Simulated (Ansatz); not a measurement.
**NbH: strain energy, fitted**

NbH, I4/mmm, a = 3.178 Å, c = 3.903 Å. The structure is a Materials Project entry; whether it is the stable form wasn't checked. Ansatz: PBEsol, PAW, 420 eV, Γ-centred 14×14×12 mesh on 4 atoms, Gaussian smearing 0.10 eV; no spin polarisation. Series: strain along c alone, the other axes held, atoms fixed by symmetry; x is the strain in per cent. y is the free energy over the unstrained cell, V0 = 9.852 Å³/atom.

```tsv
x (%)	y (meV/atom)
-6.0	?
-4.0	16.49
-2.0	3.80
0.0	0.00
2.0	2.90
4.0	11.55
6.0	25.35
```

**Question.** Fit y = c2 x² + c3 x³ to the other rows, turn c2 into a modulus, and predict the missing energy.

**Answer.** Least squares on the rows shown. y = 0.89077 x² − 0.032275 x³. In eV per unit strain² c2 is 8.908; this is C33 with relaxed ions (E = ½ C33 V0 ε²): 2 × 8.908 × 160.2 / (9.852) = 290 GPa. The unstrained cell keeps some stress along the strain, worth a slope of -0.07 meV/atom per %, which the form leaves out. With a term in x⁴ added, the coefficient of x² becomes 0.8269, 7 % less, which shows how far this figure hangs on the form. At x = -6.0 the fit asked for gives 39.04 meV/atom. The run gave 41.18 meV/atom, so the fit is 2.14 meV/atom too low, 5.2 % of the span of the series, against an rms of 0.36 meV/atom on the fitted rows. The row lies outside the fitted range. With a term in x⁴ added, a fit to the same known rows predicts 42.15 meV/atom, a smaller miss on the other side.